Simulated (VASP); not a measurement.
# NbSi2 (P6_222) in VASP: further runs

Runs on NbSi2. Level: PBE. Tasks: single point.

Program: VASP 6.6.1. These are calculated values, not measurements. Logs are shortened: lines on timing, memory, paths and dates and some standing lists are left out, and cuts for length are marked.

## 1. The crystal as given

Symmetry: P6_222, No. 180, hexagonal system. The conventional cell has a = 4.812 Å, b = 4.812 Å, c = 6.615 Å, α = 90.00°, β = 90.00°, γ = 120.00°. Nb (site symmetry 222) has 10 Si at 2.62 to 2.84 Å as nearest neighbours. Si (site symmetry 2) has 5 Si at 2.57 to 2.84 Å and 5 Nb at 2.62 to 2.84 Å as nearest neighbours.

## 2. Single point, PBE

The input, INCAR:

```
SYSTEM = NbSi2
PREC = Accurate ; ENCUT = 520
EDIFF = 1E-6 ; ISMEAR = 0
SIGMA = 0.1 ; LREAL = .False.
LASPH = .True. ; NELM = 100
ALGO = Fast ; ISIF = 2
LWAVE = .False. ; LCHARG = .False.
GGA = PE ; NBANDS = 42
```

The input, KPOINTS:

```
regular mesh
0
Gamma
  12 12 6
  0 0 0
```

The input, POSCAR:

```
NbSi2
1.0
    4.8123935908      0.0000000000      0.0000000000
   -2.4061967954      4.1676551026      0.0000000000
    0.0000000000      0.0000000000      6.6147607046
Nb Si
3 6
Direct
    0.5000000000      0.0000000000      0.5000000000
    0.5000000000      0.5000000000      0.8333333333
    0.0000000000      0.5000000000      0.1666666667
    0.1592257745      0.3184515489      0.5000000000
    0.8407742255      0.1592257745      0.8333333333
    0.6815484511      0.8407742255      0.1666666667
    0.8407742255      0.6815484511      0.5000000000
    0.1592257745      0.8407742255      0.8333333333
    0.3184515489      0.1592257745      0.1666666667
```

Potentials or basis: VASP PAW PBE potentials, release 64 (Nb_sv, Si).

Launch:

```sh
$ cat potpaw_PBE.64/Nb_sv/POTCAR potpaw_PBE.64/Si/POTCAR > POTCAR
$ mpirun -np 1 vasp_std > vasp.out
```

OUTCAR:

```text
SYSTEM = NbSi2
   PREC = Accurate
   ENCUT = 520
   EDIFF = 1E-6
   ISMEAR = 0
   LREAL = .False.
   LASPH = .True.
   NELM = 100
   ISIF = 2
   GGA = PE

 ion  position               nearest neighbor table
   1  0.500  0.000  0.500-   5 2.62   8 2.62   6 2.62   9 2.62   4 2.75   7 2.75   4 2.75   7 2.75
                             4 2.84   7 2.84
   2  0.500  0.500  0.833-   4 2.62   7 2.62   6 2.62   9 2.62   5 2.75   8 2.75   8 2.75   5 2.75
                             8 2.84   5 2.84
   3  0.000  0.500  0.167-   4 2.62   7 2.62   5 2.62   8 2.62   6 2.75   9 2.75   9 2.75   6 2.75
                             6 2.84   9 2.84
   4  0.159  0.318  0.500-   9 2.57   5 2.57   2 2.62   3 2.62   7 2.65   1 2.75   1 2.75   1 2.84
                             7 2.84   7 2.84
   5  0.841  0.159  0.833-   4 2.57   6 2.57   1 2.62   3 2.62   8 2.65   2 2.75   2 2.75   2 2.84
                             8 2.84   8 2.84
   6  0.682  0.841  0.167-   7 2.57   5 2.57   1 2.62   2 2.62   9 2.65   3 2.75   3 2.75   3 2.84
                             9 2.84   9 2.84
   7  0.841  0.682  0.500-   6 2.57   8 2.57   2 2.62   3 2.62   4 2.65   1 2.75   1 2.75   1 2.84
                             4 2.84   4 2.84
   8  0.159  0.841  0.833-   7 2.57   9 2.57   1 2.62   3 2.62   5 2.65   2 2.75   2 2.75   2 2.84
                             5 2.84   5 2.84
   9  0.318  0.159  0.167-   4 2.57   8 2.57   1 2.62   2 2.62   6 2.65   3 2.75   3 2.75   3 2.84
                             6 2.84   6 2.84

  LATTYP: Found a hexagonal cell.
 ALAT       =     4.8123935908
 C/A-ratio  =     1.3745261230

  Lattice vectors:

 A1 = (   4.8123935908,   0.0000000000,   0.0000000000)
 A2 = (  -2.4061967954,   4.1676551026,   0.0000000000)
 A3 = (   0.0000000000,   0.0000000000,   6.6147607046)

Analysis of symmetry for initial positions (statically):
=====================================================================
 Subroutine PRICEL returns:
 Original cell was already a primitive cell.

 Routine SETGRP: Setting up the symmetry group for a
 hexagonal supercell.

 Subroutine GETGRP returns: Found 12 space group operations
 (whereof  4 operations were pure point group operations)
 out of a pool of 24 trial point group operations.

The static configuration has the point symmetry D_2 .
 The point group associated with its full space group is D_6 .

Analysis of symmetry for dynamics (positions and initial velocities):
=====================================================================
 Subroutine PRICEL returns:
 Original cell was already a primitive cell.

 Routine SETGRP: Setting up the symmetry group for a
 hexagonal supercell.

 Subroutine GETGRP returns: Found 12 space group operations
 (whereof  4 operations were pure point group operations)
 out of a pool of 24 trial point group operations.

The dynamic configuration has the point symmetry D_2 .
 The point group associated with its full space group is D_6 .

 Subroutine INISYM returns: Found 12 space group operations
 (whereof  4 operations are pure point group operations),
 and found     1 'primitive' translations

----------------------------------------------------------------------------------------

                                     Primitive cell

  volume of cell :     132.6683

  direct lattice vectors                    reciprocal lattice vectors
     4.812393591  0.000000000  0.000000000     0.207796802  0.119971540  0.000000000
    -2.406196795  4.167655103  0.000000000     0.000000000  0.239943080  0.000000000
     0.000000000  0.000000000  6.614760705     0.000000000  0.000000000  0.151177049

  length of vectors
     4.812393591  4.812393591  6.614760705     0.239943080  0.239943080  0.151177049

  position of ions in fractional coordinates (direct lattice)
     0.500000000  0.000000000  0.500000000
     0.500000000  0.500000000  0.833333333
     0.000000000  0.500000000  0.166666667
     0.159225775  0.318451549  0.500000000
     0.840774225  0.159225775  0.833333333
     0.681548451  0.840774225  0.166666667
     0.840774225  0.681548451  0.500000000
     0.159225775  0.840774225  0.833333333
     0.318451549  0.159225775  0.166666667

  ion indices of the primitive-cell ions
   primitive index   ion index
                 1           1
                 2           2
                 3           3
                 4           4
                 5           5
                 6           6
                 7           7
                 8           8
                 9           9

----------------------------------------------------------------------------------------

 KPOINTS: regular mesh

Automatic generation of k-mesh.
 Grid dimensions read from file:
 generate k-points for:   12   12    6

 Generating k-lattice:

  Cartesian coordinates                     Fractional coordinates (reciprocal lattice)
     0.017316400  0.009997628  0.000000000     0.083333333  0.000000000  0.000000000
     0.000000000  0.019995257  0.000000000     0.000000000  0.083333333  0.000000000
     0.000000000  0.000000000  0.025196175     0.000000000  0.000000000  0.166666667

  Length of vectors
     0.019995257  0.019995257  0.025196175

  Shift w.r.t. Gamma in fractional coordinates (k-lattice)
     0.000000000  0.000000000  0.000000000

 Subroutine IBZKPT returns following result:
 ===========================================

 Found     76 irreducible k-points:

 Following reciprocal coordinates:
            Coordinates               Weight
  0.000000  0.000000  0.000000      1.000000
  0.083333 -0.000000  0.000000      6.000000
  0.166667  0.000000  0.000000      6.000000
  0.250000  0.000000  0.000000      6.000000
  0.333333  0.000000  0.000000      6.000000
  0.416667 -0.000000  0.000000      6.000000
[... 16 lines left out ...]
  0.250000  0.000000  0.166667     12.000000
  0.333333  0.000000  0.166667     12.000000
 [... further k-points ...]
   k-points           NKPTS =     76   k-points in BZ     NKDIM =     76   number of bands    NBANDS=     42
   number of dos      NEDOS =    301   number of ions     NIONS =      9
   total plane-waves  NPLWV =  64800
   dimension x,y,z NGX =    36 NGY =   36 NGZ =   50
   dimension x,y,z NGXF=    72 NGYF=   72 NGZF=  100
   ions per type =               3   6
   NGX,Y,Z   is equivalent  to a cutoff of  12.44, 12.44, 12.57 a.u.
   NGXF,Y,Z  is equivalent  to a cutoff of  24.87, 24.87, 25.13 a.u.
 SYSTEM =  NbSi2
   PREC   = accura    normal or accurate (medium, high low for compatibility)
   ISTART =      0    job   : 0-new  1-cont  2-samecut
   ICHARG =      2    charge: 1-file 2-atom 10-const
   ISPIN  =      1    spin polarized calculation?
   LNONCOLLINEAR =      F non collinear calculations
   LSORBIT =      F    spin-orbit coupling
   LASPH  =      T    aspherical Exc in radial PAW
   ENCUT  =  520.0 eV  38.22 Ry    6.18 a.u.   8.95  8.95 12.30*2*pi/ulx,y,z
   NELM   =    100;   NELMIN=  2; NELMDL= -5     # of ELM steps
   EDIFF  = 0.1E-05   stopping-criterion for ELM
   LREAL  =      F    real-space projection
   EDIFFG = 0.1E-04   stopping-criterion for IOM
   NSW    =      0    number of steps for IOM
   IBRION =     -1    ionic relax: 0-MD 1-quasi-New 2-CG
   NFREE  =      0    steps in history (QN), initial steepest desc. (CG)
   ISIF   =      2    stress and relaxation
   ISYM   =      2    0-nonsym 1-usesym 2-fastsym
   POTIM  = 0.5000    time-step for ionic-motion
   TEBEG  =    0.0;   TEEND  =   0.0 temperature during run
   PSTRESS=    0.0 pullay stress
   NELECT =      63.0000    total number of electrons
   NUPDOWN=      -1.0000    fix difference up-down
   EMIN   =  10.00;   EMAX   =-10.00  energy-range for DOS
   EFERMI =   0.00;   METHOD = LEGACY
   ISMEAR =     0;   SIGMA  =   0.10  broadening in eV -4-tet -1-fermi 0-gaus
   EFERMI_NEDOS =   21; number of points for ismear=-14 and -15
   IALGO  =     68    algorithm
   IMIX   =      4    mixing-type and parameters
     AMIX     =   0.40;   BMIX     =  1.00
     AMIX_MAG =   1.60;   BMIX_MAG =  1.00
  volume/ion in A,a.u.               =      14.74        99.48
  Fermi-wavevector in a.u.,A,eV,Ry     =   1.277221  2.413597 22.195090  1.631293
  Thomas-Fermi vector in A             =   2.409833
   LORBIT       =      0    0 simple, 1 ext, 2 COOP (PROOUT), +10 PAW based schemes
   GGA     = PE    functional components
   LHFCALC =     F    Hartree Fock is set to
   AEXX    =    0.0000 exact exchange contribution
   IVDW    =     0    specifies the selected vdW correction
   LEPSILON=     F    determine dielectric tensor
   LRPA    =     F    only Hartree local field effects (RPA)
 non-spin polarized calculation
 RMM-DIIS sequential band-by-band and
 Gauss-broadening in eV      SIGMA  =   0.10
  energy-cutoff  :      520.00
  volume of cell :      132.67
 maximum number of plane-waves:      3600
 NGX is ok and might be reduce to    36
   NGX = 17   NGY = 17   NGZ = 25

 number of electron      63.0000001 magnetization

 Free energy of the ion-electron system (eV)
  ---------------------------------------------------
  ext. energy  EPLUGINS =         0.00000000
  ---------------------------------------------------
  free energy    TOTEN  =       -68.22487520 eV

  energy without entropy =      -68.20558402  energy(sigma->0) =      -68.21522961

 E-fermi :  11.2962     XC(G=0): -11.9516

 val. band max:       11.2904124207   @ k =   0.1667   0.0000   0.3333
 cond. band min:      11.3106903023   @ k =   0.5000   0.0000   0.0000
 fundamental gap:      0.0202778816
 Fermi energy:        11.2961603627

 k-point     1 :       0.0000    0.0000    0.0000
  band No.  band energies     occupation
      1     -43.3622      2.00000
      2     -43.3270      2.00000
      3     -43.3270      2.00000
      4     -19.5919      2.00000
      5     -19.5919      2.00000
      6     -19.5881      2.00000
[... 34 lines left out ...]
     41      15.1265      0.00000
     42      15.8330      0.00000
[... 994 lines left out ...]
      2     -43.3366      2.00000
      3     -43.3254      2.00000
      4     -19.6414      2.00000
      5     -19.6195      2.00000
      6     -19.5469      2.00000
[... 34 lines left out ...]
     41      15.2341      0.00000
     42      15.5113      0.00000

 [... further k-points ...]

------------------------ aborting loop because EDIFF is reached ----------------------------------------

  FORCE on cell =-STRESS in cart. coord.  units (eV):
  Direction    XX          YY          ZZ          XY          YZ          ZX
  --------------------------------------------------------------------------------------
  -------------------------------------------------------------------------------------
  Total       -0.2034368     -0.2034368     -0.2448637      0.0000000     -0.0000000      0.0000000
  in kB       -2.4568178     -2.4568178     -2.9571130      0.0000000     -0.0000000      0.0000000
  external PRESSURE =      -2.6235829 kB  Pullay stress =       0.0000000 kB

 VOLUME and BASIS-vectors are now :
 -----------------------------------------------------------------------------
  energy-cutoff  :      520.00
  volume of cell :      132.67
      direct lattice vectors                 reciprocal lattice vectors
     4.812393591  0.000000000  0.000000000     0.207796802  0.119971540  0.000000000
    -2.406196795  4.167655103  0.000000000     0.000000000  0.239943080  0.000000000
     0.000000000  0.000000000  6.614760705     0.000000000  0.000000000  0.151177049

 POSITION                                       TOTAL-FORCE (eV/Angst)
 -----------------------------------------------------------------------------------
      2.40620      0.00000      3.30738        -0.000000      0.000000      0.000000
      1.20310      2.08383      5.51230        -0.000000      0.000000     -0.000000
     -1.20310      2.08383      1.10246        -0.000000      0.000000      0.000000
      0.00000      1.32720      3.30738        -0.000000     -0.000829      0.000000
      3.66301      0.66360      5.51230         0.000718     -0.000414      0.000000
      1.25681      3.50406      1.10246         0.000718      0.000414     -0.000000
      2.40620      2.84046      3.30738        -0.000000      0.000829      0.000000
     -1.25681      3.50406      5.51230        -0.000718      0.000414      0.000000
      1.14939      0.66360      1.10246        -0.000718     -0.000414      0.000000
 -----------------------------------------------------------------------------------
    total drift:                                0.000000      0.000000      0.000001

  FREE ENERGIE OF THE ION-ELECTRON SYSTEM (eV)
  ---------------------------------------------------
  free  energy   TOTEN  =       -68.2248752033 eV

  energy  without entropy=      -68.2055840212  energy(sigma->0) =      -68.21522961
```

It took 8.4 min on 1 thread of Intel Xeon 6975P-C (Granite Rapids), shared host; peak memory 0.45 GiB.

Results:

- Free energy: -68.2249 eV
- Pressure: -0.3 GPa
- Band gap on the k mesh: none (metal or under the smearing width)

Levels at points of the mesh, in eV from the Fermi level:
```
           k point  band 28  band 29  band 30  band 31  band 32  band 33  band 34  band 35  band 36  band 37
(0.00, 0.00, 0.00)    -2.21    -2.14    -1.92    -1.92    -1.04     0.77     3.14     3.20     3.30     3.41
(0.50, 0.00, 0.00)    -1.90    -1.02    -0.70    -0.12     0.01     0.76     1.18     1.54     1.96     2.03
(0.00, 0.00, 0.50)    -2.06    -1.54    -1.38    -1.38     0.94     0.94     2.69     2.69     3.22     3.53
(0.50, 0.00, 0.50)    -1.83    -1.81    -1.66    -0.62    -0.26     1.40     1.78     2.28     2.36     2.43
```

## 3. Single point, PBE

The input, INCAR:

```
SYSTEM = NbSi2
ALGO = Fast
EDIFF = 1E-7
ENCUT = 520
GGA = PE
ISIF = 2
ISMEAR = 0
LASPH = .TRUE.
LCHARG = .FALSE.
LREAL = .FALSE.
LWAVE = .FALSE.
NBANDS = 42
NELM = 100
PREC = Accurate
SIGMA = 0.1
```

The input, KPOINTS:

```
k-points
0
G
  6 6 4
  0 0 0
```

The input, POSCAR:

```
NbSi2
1.0
    4.8190020000      0.0000000000      0.0000000000
   -2.4095010000      4.1733780000      0.0000000000
    0.0000000000      0.0000000000      6.5920000000
Nb Si
3 6
Direct
    0.5000000000      0.0000000000      0.5000000000
    0.5000000000      0.5000000000      0.8333330000
    0.0000000000      0.5000000000      0.1666670000
    0.1599000000      0.3198000000      0.5000000000
    0.8401000000      0.1599000000      0.8333330000
    0.6802000000      0.8401000000      0.1666670000
    0.8401000000      0.6802000000      0.5000000000
    0.1599000000      0.8401000000      0.8333330000
    0.3198000000      0.1599000000      0.1666670000
```

Potentials or basis: VASP PAW PBE potentials, release 64 (Nb_sv, Si).

Launch:

```sh
$ cat potpaw_PBE.64/Nb_sv/POTCAR potpaw_PBE.64/Si/POTCAR > POTCAR
$ mpirun -np 1 vasp_std > vasp.out
```

Wall time 4.3 min (1 thread of AMD EPYC 7R43 (Zen 3), shared host); peak memory 0.25 GiB.

It converged, with:

```
Free energy            : -68.2228 eV
Pressure               : 0.0 GPa
Largest force          : 0.048 eV/Å
Band gap on the k mesh : none (metal or under the smearing width)
```

Forces in eV/Å, atoms in the order of the input:
```
Nb   0.000  0.000  0.000
Nb   0.000  0.000  0.000
Nb   0.000  0.000  0.000
Si   0.000 -0.048  0.000
Si   0.042 -0.024  0.000
Si   0.042  0.024  0.000
Si   0.000  0.048  0.000
Si  -0.042  0.024  0.000
Si  -0.042 -0.024  0.000
```

Stress tensor (GPa, compression positive):
```
-0.78  0.00  0.00
 0.00 -0.78  0.00
 0.00  0.00  1.50
```

Levels at points of the mesh, in eV from the Fermi level:
```csv
k point,band 30,band 31,band 32,band 33,band 34,band 35
"(0.00, 0.00, 0.00)",-1.94,-1.94,-1.07,0.78,3.15,3.22
"(0.50, 0.00, 0.00)",-0.69,-0.10,0.03,0.76,1.20,1.53
"(0.00, 0.00, 0.50)",-1.41,-1.41,0.97,0.97,2.73,2.73
"(0.50, 0.00, 0.50)",-1.63,-0.62,-0.27,1.40,1.77,2.27
```
